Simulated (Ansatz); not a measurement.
# Be (fcc type): how the settings move a relaxation

Question: which choices in the input matter for Be (fcc type)?

Program: Ansatz 0.2.0. Level of theory: reference: DFT, PBEsol, PAW with Ansatz's default frozen-core files, scalar-relativistic. These are calculated values, not measurements.

2 further runs of the same task are left out: 2 that didn't finish. Runs told in other sessions of the task aren't counted.

### 1 The structure to begin with

The structure is cubic, space group Fm-3m (No. 225). Conventional cell: a = 3.153 Å, b = 3.153 Å, c = 3.153 Å, α = 90.00°, β = 90.00°, γ = 90.00°. Around Be (site symmetry m-3m) lie 12 Be at 2.23 Å.

Coordinates:

```
Be
1.0
     0.00000    1.57668    1.57668
     1.57668    0.00000    1.57668
     1.57668    1.57668    0.00000
Be
1
Direct
  0.00000 0.00000 0.00000
```

### 2 Reference

Contents of input.yaml:

```yaml
crystal:
  lattice:
    - [0.0, 1.5766799912, 1.5766799912]
    - [1.5766799912, 0.0, 1.5766799912]
    - [1.5766799912, 1.5766799912, 0.0]
  atoms:
    - { symbol: Be, position: [0.0, 0.0, 0.0] }
kpoints:
  mp_grid: { grid: [23, 23, 23] }
scf:
  occupations: { method: fermi_dirac, width: 0.05 }
hamiltonian:
  xc: pbesol
  pseudopotentials: { kind: paw }
output:
  forces: true
  stress: true
relax:
  f_tol: 0.005
  max_steps: 40
  cell: {}
```

On the command line:

```bash
$ ansatz run input.yaml --threads 1 --pin off --max-ram 2048MiB --backend cpu --events-out ev --progress --plain --runs-dir out
```

### 3 Changed: lower_state_search standard, xc pbe

input.yaml, as its differences from that of step 2:

```diff
@@ -11,4 +11,5 @@
   occupations: { method: fermi_dirac, width: 0.05 }
+  lower_state_search: standard
 hamiltonian:
-  xc: pbesol
+  xc: pbe
   pseudopotentials: { kind: paw }
@@ -17,2 +18,6 @@
   stress: true
+  write_density: true
+  write_potential: true
+  elf: true
+  volumetric_format: npy
 relax:
```

Q: Predict the outcome of this session. Wanted: for each run, ending; energy change; pressure; gap; force.

As calculated:

| run | ending | energy change | pressure (GPa) | gap (eV) | force (eV/Å) | cycles | time |
| --- | --- | --- | --- | --- | --- | --- | --- |
| reference | converged | - | 0.0 | 0.00 | 0.00 | 14 | 5.2 s |
| 1: lower_state_search standard, xc pbe | converged | not comparable | 0.0 | 0.00 | 0.00 | 20 | 7.5 s |

Times don't compare one to one where runs were asked for different outputs or read a saved state (see the inputs); cycles may leave out searches for a lower state.

A change of functional puts the total energy on another scale; the final volume goes from 7.79 to 7.87 Å³. The search for lower states changed too.
